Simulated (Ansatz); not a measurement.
All numbers below come from DFT PBE, scalar-relativistic, plane waves, PAW (Ansatz 0.2.0). Settings: cutoff 420 eV, Γ-centred meshes spaced at most about 0.3 Å⁻¹, and about 0.25 Å⁻¹ or finer for metals (2π included), Gaussian smearing. No spin polarisation.

Temperature and zero-point effects are left out.

Compare these two cells of Be4Te, each relaxed at this level.

A. Space group I-42m (No. 121), tetragonal, a = 6.075 Å, c = 4.261 Å. Be has 2 Be at 2.28 Å, 2 Te at 2.47–2.59 Å, 2 Be at 2.56 Å and 1 Te at 3.04 Å; Te has 8 Be at 2.47–2.59 Å and 4 Be at 3.04 Å.

B. Space group Im-3m (No. 229), cubic, a = 5.559 Å. Around Be lie 2 Te at 2.41 Å and 6 Be at 2.78 Å; Te has 8 Be at 2.41 Å.

Task: Which is lower in energy, and by how much?

Result: A is lower, by 288 meV/atom. A has space group I-42m (No. 121), 15.7 Å³/atom and no gap on its mesh; B has space group Im-3m (No. 229), 17.2 Å³/atom and no gap. Counting Be atoms around Te (those within 1.25 times the shortest such distance or 1.15 times the sum of covalent radii, 1.27 where that leaves under three; a plus sign parts nearer from farther groups), A has Te 8+4 and B has Te 8. The denser one is the lower, and pressure would at first widen the difference. Even the lower one lies +1.06 eV/atom against the reference forms of the elements (uncorrected), so neither is stable at this level. Both come from invented guesses. The lowest form computed isn't among them: it has space group P6/mmm (No. 191), 15.8 Å³/atom and lies 0.64 eV/atom below the best shown.

These runs have no spin–orbit coupling, which can matter for Te. Cells relaxed within their symmetry can be saddle points. Some candidate types were left out of the draw beforehand, so a known form may be missing.
